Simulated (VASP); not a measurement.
Wanted: the native input for a VASP 6.6.1 run.

| Property | Result |
| --- | --- |
| Task | single point |
| Functional | PBE |
| Potentials or basis | VASP PAW PBE potentials, release 64 (Be, Se) |
| Cutoff | 520 eV |
| k mesh | 8 × 8 × 8 |
| Occupations | fermi-dirac, width 0.02 eV |
| Spin | no spin polarisation |
| Dipole correction | no |
| Further INCAR settings | ALGO = Fast; EDIFF = 1e-07; NBANDS = 11 |

The structure of BeSe lies in POSCAR:

```
BeSe
1.0
    0.0000000000      2.6096848690      2.6096848690
    2.6096848690      0.0000000000      2.6096848690
    2.6096848690      2.6096848690      0.0000000000
Be Se
1 1
Direct
    0.0000000000      0.0000000000      0.0000000000
    0.2500000000      0.2500000000      0.2500000000
```

The cell was built by a generator and needn't be a form met in nature.

The cell isn't the ideal one: hydrostatic strain +1.1%.

One way to write it, as run:

INCAR

```
SYSTEM = BeSe
ALGO = Fast
EDIFF = 1E-7
ENCUT = 520
GGA = PE
ISIF = 2
ISMEAR = -1
LASPH = .TRUE.
LCHARG = .FALSE.
LREAL = .FALSE.
LWAVE = .FALSE.
NBANDS = 11
NELM = 100
PREC = Accurate
SIGMA = 0.02
```

KPOINTS

```
k-points
0
G
  8 8 8
  0 0 0
```

Potentials or basis: VASP PAW PBE potentials, release 64 (Be, Se).

Launch:

```sh
$ cat potpaw_PBE.64/Be/POTCAR potpaw_PBE.64/Se/POTCAR > POTCAR
$ mpirun -np 1 vasp_std > vasp.out
```

Results of the run:

The pressure is -1.6 GPa. The band gap on the k mesh is 2.71 eV, indirect (least direct gap 4.05 eV).

Run time: 5.9 s on 1 thread of Intel(R) Xeon(R) 6975P-C (Granite Rapids), with other jobs on the host, peak memory 0.15 GiB.
